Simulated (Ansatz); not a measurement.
## La: changing the functional

It takes space group P6_3/mmc (No. 194, hexagonal). The conventional cell has a = 3.750 Å, b = 3.750 Å, c = 6.070 Å, α = 90.00°, β = 90.00°, γ = 120.00°. La (site symmetry -6m2) has 12 La at 3.73 to 3.75 Å as nearest neighbours.

This isn't the form of La at room conditions, which is double hcp.

Kept alike: task band structure; k mesh 8 × 8 × 5; occupations fermi-dirac, width 0.05 eV; no spin polarisation. Program: Ansatz, all-electron LAPW, scalar-relativistic. The mesh is that of the run's cell of 2 atoms. No spin-orbit coupling.

| functional | pressure (GPa) |
| --- | --- |
| BLYP | 2.73 |
| LDA | -2.77 |
| PBE | 0.70 |
| PBEsol | -1.44 |
| RPBE | 2.03 |
| revPBE | 1.66 |

Pressure is positive in compression. For a metal such a mesh leaves the last digits unconverged.

The pressure runs from -2.77 (LDA) to 2.73 GPa (BLYP). From PBE: BLYP +2.03; LDA -3.47; PBEsol -2.14; RPBE +1.33; revPBE +0.96. A positive pressure means that the functional's own cell is larger than the one given, a negative one that it is smaller.
